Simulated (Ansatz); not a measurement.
Contact densities of TiB₂ against volume

```xyz
3
Lattice="3.0292 0.0000 0.0000 -1.5146 2.6234 0.0000 0.0000 0.0000 3.2284" Properties=species:S:1:pos:R:3 pbc="T T T"
Ti    0.0000    0.0000    0.0000
B     0.0000    1.7489    1.6142
B     1.5146    0.8745    1.6142
```

Atom numbers follow the list: Ti1, B2, B3.

The cell is COD entry 2002799, as deposited and not checked against the literature; nothing was relaxed.

The calculation used DFT, PBE, all-electron PAW with datasets made for the crystal, scalar-relativistic in Ansatz 0.2.0.

Settings: a Γ-centred 15×15×13 k mesh, Fermi–Dirac smearing of 0.08 eV, cutoff 360 eV (chosen by the program for this cell), no spin polarisation.

The contact density is the mean electron density over the nuclear volume; its changes follow the s electrons' response to bonding and compression. Changes below are taken from the unscaled cell, where it is 56830.5 e/Å³ at Ti1, 486.255 e/Å³ at B2.

Volumes at which the program chose other datasets or cutoffs are left out.

| V/V(cell) | P (GPa) | Δρ(0) Ti1 (e/Å³) | Δρ(0) B2 (e/Å³) |
| --- | --- | --- | --- |
| 0.9600 | 11.6 | ? | 0.09 |
| 0.9800 | 5.6 | ? | 0.04 |
| 0.9900 | 2.9 | 0.11 | 0.02 |
| 1.0000 | 0.3 | 0.00 | 0.00 |
| 1.0100 | -2.2 | -0.11 | -0.02 |
| 1.0200 | -4.6 | ? | -0.04 |
| 1.0400 | -9.0 | -0.42 | -0.07 |

What belongs in the row "0.9600", column "Δρ(0) Ti1 (e/Å³)"?

0.43.

Fill in "Δρ(0) Ti1 (e/Å³)" for the row "0.9800".

0.22.

Fill in "Δρ(0) Ti1 (e/Å³)" for the row "1.0200".

-0.21.

The datasets are made afresh for each cell, so very small changes are uncertain.
